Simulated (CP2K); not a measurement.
PbS (Galena):

```
CELL_PARAMETERS angstrom
4.19420 0.00000 0.00000
2.09710 3.63229 0.00000
2.09710 1.21076 3.42455
ATOMIC_POSITIONS crystal
Pb 0.00000 0.00000 0.00000
S 0.50000 0.50000 0.50000
```

Base run:

```yaml
Program: CP2K 2026.2
Functional: LDA
Potentials_or_basis: POTENTIAL_UZH Pb GTH-PBE-q4, S GTH-PBE-q6; TZVP-MOLOPT-PBE-GTH basis
Density_cutoff: 9184 eV
k_mesh: 8 × 8 × 8
Occupations: fermi-dirac, width 0.05 eV
Spin: no spin polarisation
```

Its results: band gap on the k mesh 0.09 eV, direct; pressure 1.3 GPa.

Task: The run is repeated on the same cell with these changes: functional from LDA to optB88-vdW. What comes out?

Result: Band gap on the k mesh 0.37 eV, direct; pressure 4.1 GPa.

Caveats: the potentials were made for another functional, which shifts forces and pressure; spin-orbit coupling is left out, which as a rule narrows the gap of such compounds by several tenths of an eV; the basis of atomic orbitals isn't converged, which shifts pressures, moduli and gaps.

Not every run made on this cell is shown here.
